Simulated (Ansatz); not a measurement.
# AlRu: the cost of one run

Program: Ansatz 0.2.0. Level of theory: DFT PBEsol, scalar-relativistic, plane waves, PAW. These are calculated values, not measurements.

2 further runs of the same task are left out: 2 set aside as unsound or not needed. Runs told in other sessions of the task aren't counted.

## (1) The structure to begin with

Symmetry: Pm-3m, No. 221, cubic system. The conventional cell has a = 2.976 Å, b = 2.976 Å, c = 2.976 Å, α = 90.00°, β = 90.00°, γ = 90.00°. Al (site symmetry m-3m) has 8 Ru at 2.58 Å in its first shell of neighbours. Around Ru (site symmetry m-3m) lie 8 Al at 2.58 Å.

Coordinates:

```
Al Ru
1.0
    -2.97641    2.97641    2.97641
     2.97641   -2.97641    2.97641
     2.97641    2.97641   -2.97641
Al Ru
4 4
Direct
  0.50000 0.50000 0.00000
  0.00000 0.00000 0.00000
  0.00000 0.50000 0.50000
  0.50000 0.00000 0.50000
  0.50000 0.50000 0.50000
  0.00000 0.00000 0.50000
  0.00000 0.50000 0.00000
  0.50000 0.00000 0.00000
```

It is built from the cell relaxed beforehand with the same method (13.18 Å³/atom).

## (2) The reference cell

The cell is repeated 4 times, 8 atoms in all. The reference gives a free energy of -25369.2588 eV, pressure -0.02 GPa, largest force 0.000 eV/Å and gap on the mesh none (metal). It was computed beforehand with the settings of the runs below.

## (3) Setting up moving one atom along a line

Atom 1 (Al) is moved by x along the Cartesian unit vector (0.000, 1.000, 0.000); the cell and all other atoms stay fixed. Forces below are components along that vector, summed over the moved atoms. In a periodic cell its images move with it.

## (4) x = -0.450 Å

File input.yaml:

```yaml
crystal:
  lattice:
    - [-2.9764078228, 2.9764078228, 2.9764078228]
    - [2.9764078228, -2.9764078228, 2.9764078228]
    - [2.9764078228, 2.9764078228, -2.9764078228]
  atoms:
    - { symbol: Al, position: [0.4244055205, 0.5, -0.0755944795] }
    - { symbol: Al, position: [0.0, 0.0, 0.0] }
    - { symbol: Al, position: [0.0, 0.5, 0.5] }
    - { symbol: Al, position: [0.5, 0.0, 0.5] }
    - { symbol: Ru, position: [0.5, 0.5, 0.5] }
    - { symbol: Ru, position: [0.0, 0.0, 0.5] }
    - { symbol: Ru, position: [0.0, 0.5, 0.0] }
    - { symbol: Ru, position: [0.5, 0.0, 0.0] }
basis:
  ecutwfc: 420
kpoints:
  mp_grid: { grid: [14, 14, 14] }
hamiltonian:
  xc: pbesol
scf:
  occupations: { method: gaussian, width: 0.15 }
output:
  forces: true
  stress: true
  eigenvalues: true
```

On the command line:

```sh
$ ansatz run input.yaml --threads 1 --pin off --max-ram 2560MiB --backend cpu --events-out ev --progress --plain --runs-dir out
```

**Question.** How long does this run take on 1 thread of AMD EPYC 9R45 (Zen 5), shared host, and how much memory does it need?

About 33 s, with a peak of 1 GiB.
